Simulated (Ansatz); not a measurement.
Here is an Ansatz 0.2.0 calculation.

File input.yaml:

```yaml
crystal:
  lattice:
    - [3.2093, 0.0, 0.0]
    - [-1.60465, 2.7793353284, 0.0]
    - [0.0, 0.0, 5.2103]
  atoms:
    - { symbol: Mg, position: [0.6666666667, 0.3333333333, 0.75] }
    - { symbol: Mg, position: [0.3333333333, 0.6666666667, 0.25] }
kpoints:
  mp_grid: { grid: [10, 10, 5] }
scf:
  occupations: { method: fermi_dirac, width: 0.05 }
hamiltonian:
  xc: blyp
  dispersion: d4
  pseudopotentials: { kind: all_electron, lapw: { basis_error: 0.001 } }
output:
  forces: true
  stress: true
relax:
  f_tol: 0.005
  max_steps: 60
  cell: {}
```

Potentials or basis: all-electron LAPW, scalar-relativistic.

The run is started by

```sh
$ ansatz run input.yaml --threads 1 --pin off --max-ram 3072MiB --backend cpu --events-out ev --progress --plain --runs-dir out
```

**Question.** Predict the relaxed cell.

**Answer.** a = 3.162 Å, b = 3.162 Å, c = 5.365 Å, α = 90.00°, β = 90.00°, γ = 120.00°.

**Question.** Predict the space group after relaxing (to 0.05 Å).

**Answer.** P6_3/mmc (No. 194).

The path:
| step | energy change (eV) | largest force (eV/Å) | volume (Å³) |
| --- | --- | --- | --- |
| 1 | 0.0000 | 0.0000 | 46.47 |
| 2 | -0.0004 | 0.0000 | 46.65 |
| 3 | -0.0011 | 0.0000 | 46.64 |
| 4 | -0.0017 | 0.0000 | 46.62 |
| 5 | -0.0049 | 0.0000 | 46.59 |
| 6 | -0.0053 | 0.0000 | 46.49 |
| 7 | -0.0078 | 0.0000 | 46.54 |
| 8 | -0.0082 | 0.0000 | 46.51 |
| 9 | -0.0084 | 0.0000 | 46.48 |
| 10 | -0.0084 | 0.0000 | 46.48 |
| 11 | -0.0084 | 0.0000 | 46.48 |
| 12 | -0.0085 | 0.0000 | 46.47 |
| 13 | -0.0085 | 0.0000 | 46.47 |
| 14 | -0.0086 | 0.0000 | 46.45 |
| 15 | -0.0086 | 0.0000 | 46.44 |
| 16 | -0.0086 | 0.0000 | 46.44 |
| 17 | -0.0086 | 0.0000 | 46.44 |
